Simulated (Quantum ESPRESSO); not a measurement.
**Pt: projected density of states with PBE+D3**

Crystal: Pt.

```
Pt
1.0
     0.00000    1.96090    1.96090
     1.96090    0.00000    1.96090
     1.96090    1.96090    0.00000
Pt
1
Direct
  0.00000 0.00000 0.00000
```

- Program: Quantum ESPRESSO 7.5
- Task: projected density of states
- Functional: PBE
- Dispersion: D3
- Potentials or basis: PseudoDojo 0.4 FR PBEsol stringent
- Cutoff: 1143 eV
- Density cutoff: 4572 eV
- k mesh: 5 × 5 × 5
- Occupations: fermi-dirac, width 0.1 eV
- Spin: non-collinear spin, random start, spin-orbit coupling
- Starting moments: [[0.128, -0.243, 0.184]] μB
- Mixing beta: 0.3
- Most SCF iterations: 120
- SCF threshold: 2e-10 Ry
- Dos occupations: tetrahedra_opt

The pressure is 7.2 GPa, the band gap on the k mesh is none (metal or under the smearing width) and the net moment is 0.00 μB per cell. The absolute moment is 0.00 μB per cell.

Levels at points of the mesh, in eV from the Fermi level:
| k point | band 16 | band 17 | band 18 | band 19 | band 20 | band 21 |
| --- | --- | --- | --- | --- | --- | --- |
| (0.00, 0.00, 0.00) | -3.31 | -1.49 | -1.49 | -1.49 | -1.49 | 14.56 |

States per cell in windows of 0.5 eV (zero at the Fermi level; states under -8 eV left out):
| from (eV) | total | Pt#1 d_j2.5 wfc4 | Pt#1 d_j1.5 wfc5 | Pt#1 s_j0.5 wfc6 | Pt#1 s_j0.5 wfc1 | Pt#1 p_j1.5 wfc2 | Pt#1 p_j0.5 wfc3 |
| --- | --- | --- | --- | --- | --- | --- | --- |
| -8.0 | 0.11 | 0.01 | 0.01 | 0.08 | 0.00 | 0.00 | 0.00 |
| -7.5 | 0.29 | 0.09 | 0.08 | 0.13 | 0.00 | 0.00 | 0.00 |
| -7.0 | 0.57 | 0.22 | 0.20 | 0.14 | 0.00 | 0.00 | 0.00 |
| -6.5 | 0.75 | 0.32 | 0.33 | 0.09 | 0.00 | 0.00 | 0.00 |
| -6.0 | 0.57 | 0.25 | 0.29 | 0.02 | 0.00 | 0.00 | 0.00 |
| -5.5 | 0.60 | 0.24 | 0.34 | 0.01 | 0.00 | 0.00 | 0.00 |
| -5.0 | 0.77 | 0.26 | 0.48 | 0.03 | 0.00 | 0.00 | 0.00 |
| -4.5 | 1.02 | 0.35 | 0.60 | 0.05 | 0.00 | 0.00 | 0.00 |
| -4.0 | 0.67 | 0.28 | 0.32 | 0.05 | 0.00 | 0.00 | 0.00 |
| -3.5 | 0.30 | 0.20 | 0.08 | 0.02 | 0.00 | 0.00 | 0.00 |
| -3.0 | 0.81 | 0.59 | 0.13 | 0.05 | 0.00 | 0.00 | 0.00 |
| -2.5 | 0.65 | 0.47 | 0.15 | 0.02 | 0.00 | 0.00 | 0.00 |
| -2.0 | 0.66 | 0.46 | 0.17 | 0.02 | 0.00 | 0.00 | 0.00 |
| -1.5 | 0.56 | 0.38 | 0.15 | 0.02 | 0.00 | 0.00 | 0.00 |
| -1.0 | 0.60 | 0.40 | 0.17 | 0.02 | 0.00 | 0.00 | 0.00 |
| -0.5 | 0.87 | 0.60 | 0.24 | 0.03 | 0.00 | 0.00 | 0.00 |
| 0.0 | 0.45 | 0.32 | 0.10 | 0.02 | 0.00 | 0.00 | 0.00 |
| 0.5 | 0.19 | 0.12 | 0.02 | 0.03 | 0.00 | 0.00 | 0.00 |
| 1.0 | 0.15 | 0.08 | 0.02 | 0.04 | 0.00 | 0.00 | 0.00 |
| 1.5 | 0.15 | 0.06 | 0.01 | 0.04 | 0.00 | 0.00 | 0.00 |
| 2.0 | 0.14 | 0.04 | 0.01 | 0.05 | 0.00 | 0.00 | 0.00 |
| 2.5 | 0.14 | 0.03 | 0.01 | 0.05 | 0.00 | 0.00 | 0.00 |
| 3.0 | 0.14 | 0.03 | 0.01 | 0.05 | 0.00 | 0.00 | 0.00 |
| 3.5 | 0.13 | 0.02 | 0.01 | 0.05 | 0.00 | 0.00 | 0.00 |
| 4.0 | 0.13 | 0.01 | 0.00 | 0.06 | 0.00 | 0.00 | 0.00 |
| 4.5 | 0.12 | 0.01 | 0.00 | 0.06 | 0.00 | 0.00 | 0.00 |
| 5.0 | 0.10 | 0.01 | 0.00 | 0.06 | 0.00 | 0.00 | 0.00 |
| 5.5 | 0.11 | 0.01 | 0.00 | 0.07 | 0.00 | 0.00 | 0.00 |
| 6.0 | 0.14 | 0.01 | 0.00 | 0.08 | 0.00 | 0.00 | 0.00 |
| 6.5 | 0.22 | 0.01 | 0.00 | 0.07 | 0.00 | 0.00 | 0.00 |
| 7.0 | 0.22 | 0.01 | 0.00 | 0.07 | 0.00 | 0.00 | 0.00 |
| 7.5 | 0.17 | 0.01 | 0.00 | 0.05 | 0.00 | 0.00 | 0.00 |

Moments on the atoms (μB; x, y, z):
```
Pt  0.00 0.00 0.00
```

Run time: 7.1 min on 1 thread of AMD EPYC 7B13 (Zen 3), with other jobs on the host, peak memory 0.42 GiB.

Caveat: the k mesh is coarse (spacing up to 0.55 Å⁻¹), so the values aren't converged; the potentials were made for another functional, which shifts forces and pressure; non-collinear GGA energies in this program can be off by tens of meV an atom and hang on the start; pairwise dispersion overbinds metals, which lowers pressure and volume.
